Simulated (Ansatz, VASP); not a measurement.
**BN in VASP and in Ansatz**

```xyz
2
Lattice="1.2011 0.6934 3.5079 -1.2011 0.6934 3.5079 0.0000 -1.3869 3.5079" Properties=species:S:1:pos:R:3 pbc="T T T"
B     0.0000    0.0000   10.5201
N     0.0000    0.0000    3.5018
```

Change from the starting cell: strain -0.040 along x and y, +0.040 along z, atoms carried along.

Alike in both runs: task single point; functional PBE; dispersion D3(BJ); k mesh 12 × 12 × 12; occupations gaussian, width 0.05 eV; no spin polarisation.

```csv
,VASP,Ansatz
version,VASP 6.6.1,Ansatz 0.2.0
potentials or method,"VASP PAW PBE potentials, release 64 (B, N)","scalar-relativistic, plane waves, PAW"
plane-wave cutoff (eV),520,420
valence electrons in the cell,8,8
```

|  | VASP | Ansatz | Ansatz less VASP |
| --- | --- | --- | --- |
| gap on the k mesh at the Fermi level (eV) | 4.58 | 4.59 | +0.010 |
| least direct gap on the mesh (eV) | 5.00 | 5.00 | +0.004 |
| pressure (GPa) | 34.7 | 34.6 | -0.05 |
| largest component of the traceless stress (GPa) | 36.51 | 36.26 | -0.244 |
| rms of the force components (eV/Å) | 0.010 | 0.009 | -0.0003 |

Atom by atom the forces differ by 0.000 eV/Å (rms over components).

Caveats: so large a pressure means that the cell lies far from this level's equilibrium, or that cutoff or potentials fall short (VASP). A k mesh can miss the band edges.
